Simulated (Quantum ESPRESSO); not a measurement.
Runs of Quantum ESPRESSO 7.5 on PtS2. Symmetry: P-3m1, No. 164, trigonal system. Conventional cell: a = 3.543 Å, b = 3.543 Å, c = 5.039 Å, α = 90.00°, β = 90.00°, γ = 120.00°. Around Pt (site symmetry -3m) lie 6 S at 2.34 Å. S (site symmetry 3m) has 3 Pt at 2.34 Å as nearest neighbours. 

| task | level | potentials or basis | U | cell | k mesh | cutoff (eV) | smearing | start of the occupations | hubbard projectors | mixing beta | SCF threshold | q mesh | mesh quality | gap on the mesh (eV) | pressure (GPa) | largest force (eV/Å) |
| --- | --- | --- | --- | --- | --- | --- | --- | --- | --- | --- | --- | --- | --- | --- | --- | --- |
| Hubbard U by linear response | PBEsol+U | GBRV 1.5 PBEsol | Pt d U = 8.0 eV | as given | 4 × 4 × 2 | 612 | fermi-dirac 0.05 eV | default | ortho-atomic | 0.3 | 6e-10 Ry | 2 × 2 × 2 | coarse | 0.84 | (b) | (a) |
| Hubbard U by linear response | PBEsol+U | GBRV 1.5 PBEsol | Pt d U = 2.0 eV | as given | 4 × 4 × 2 | 612 | fermi-dirac 0.05 eV | default | ortho-atomic | 0.3 | 6e-10 Ry | 2 × 2 × 2 | coarse | 1.05 | 6.1 | 1.08 |
| phonons | PBE | JTH 2.0 PBE | - | relaxed | 6 × 6 × 4, shifted | 490 | fermi-dirac 0.05 eV | - | - | 0.5 | 6e-10 Ry | - | not flagged | - | -0.2 | 0.01 |
| phonons | PBEsol | GBRV 1.5 PBEsol | - | relaxed | 4 × 4 × 2, shifted | 612 | fermi-dirac 0.05 eV | - | - | 0.5 | 6e-10 Ry | - | coarse | - | -0.1 | - |

Alike in all rows: no spin polarisation.

Q: Estimate the missing entries.

A: (a) 1.19; (b) 6.9.

Caveats: some runs use coarse meshes; spin-orbit coupling is left out, which moves the levels of the heavy elements (some runs); forces of over 1 eV/Å show positions far from the minimum, so gaps and moduli don't describe the material at rest (some runs); the layers were relaxed without a dispersion term, so their spacing and the soft interlayer modes are unreliable (some runs); the cutoff is low for these files, which shifts pressure and relaxed volume (some runs); this functional lacks dispersion, which binds the layers, so the pressure and a relaxed spacing across them are unreliable, and here the layers came unbound (some runs).

A k mesh can miss the band edges, and the runs leave out spin-orbit coupling on Pt.

Not every run made on this cell is shown here.
